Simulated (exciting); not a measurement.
Wanted: the native input for an exciting (release sodium) run.

```
Task                                     : G0W0 quasiparticle levels
Functional                               : LDA
Potentials or basis                      : all-electron LAPW+lo, shipped species files, valence relativity iora*
rgkmax                                   : 6
k mesh                                   : 8 × 8 × 8
Occupations                              : gaussian, width 0.005 eV
Spin                                     : no spin polarisation
q or response mesh                       : 4 × 4 × 4
nempty                                   : 10
Imaginary frequencies                    : 16
gmaxvr (cutoff of density and potential) : 14 1/bohr
lmaxapw (and lmaxmat)                    : 10
lmaxvr                                   : 8
Valence relativity                       : iora*
epsengy                                  : 1e-05 Ha
epspot                                   : 1e-05 Ha
maxscl                                   : 60
Muffin-tin radii                         : C 1.4 bohr
```

The system is C.

```
C
1.0
     0.00000    1.78337    1.78337
     1.78337    0.00000    1.78337
     1.78337    1.78337    0.00000
C
2
Direct
  0.75000 0.75000 0.75000
  0.50000 0.50000 0.50000
```

This isn't the form of C at room conditions, which is graphite.

These files were run (other wordings do the same):

input.xml

```xml
<input>
  <title>C</title>
  <structure speciespath="./" tshift="false">
    <crystal scale="1">
      <basevect>0.000000000000 3.370080878874 3.370080878874</basevect>
      <basevect>3.370080878874 0.000000000000 3.370080878874</basevect>
      <basevect>3.370080878874 3.370080878874 0.000000000000</basevect>
    </crystal>
    <species speciesfile="C.xml" rmt="1.4">
      <atom coord="0.750000000000 0.750000000000 0.750000000000"/>
      <atom coord="0.500000000000 0.500000000000 0.500000000000"/>
    </species>
  </structure>
  <groundstate do="fromscratch" ngridk="8 8 8" rgkmax="6" gmaxvr="14" lmaxapw="10" lmaxmat="10" lmaxvr="8" xctype="LDA_PW" stype="Gaussian" swidth="0.00018375" nempty="10" ValenceRelativity="iora*" epsengy="1e-05" epspot="1e-05" maxscl="60" outputlevel="normal"/>
  <gw taskname="g0w0" ngridq="4 4 4" nempty="40" ibgw="1" nbgw="10" enforceDegeneracy="false" coreflag="xal">
    <mixbasis lmaxmb="3" epsmb="0.0001" gmb="1"/>
    <barecoul basis="mb" barcevtol="0.1"/>
    <freqgrid fgrid="gauleg2" nomeg="16" freqmax="1"/>
    <selfenergy method="ac" singularity="mpb"/>
  </gw>
</input>
```

Potentials or basis: all-electron LAPW+lo, shipped species files, valence relativity iora*.

Launch:

```bash
$ OMP_NUM_THREADS=1 exciting_smp
```

Results of the run:

| Item | Value |
| --- | --- |
| Band gap on the k mesh, mean-field level | 4.11 eV, indirect (least direct gap 5.56 eV) |
| All electrons inside the program's atomic spheres | C 4.27 (radii C 1.4 bohr) |
| Quasiparticle gap | 5.94 eV |
| Least direct quasiparticle gap | 7.41 eV |

Caveat: the basis lacks high local orbitals and the q mesh is coarse, so quasiparticle gaps aren't converged.

Run time: 67 min on 1 thread of AMD EPYC 7R43 64-Core Processor (Zen 3), on a shared host, peak memory 0.26 GiB.
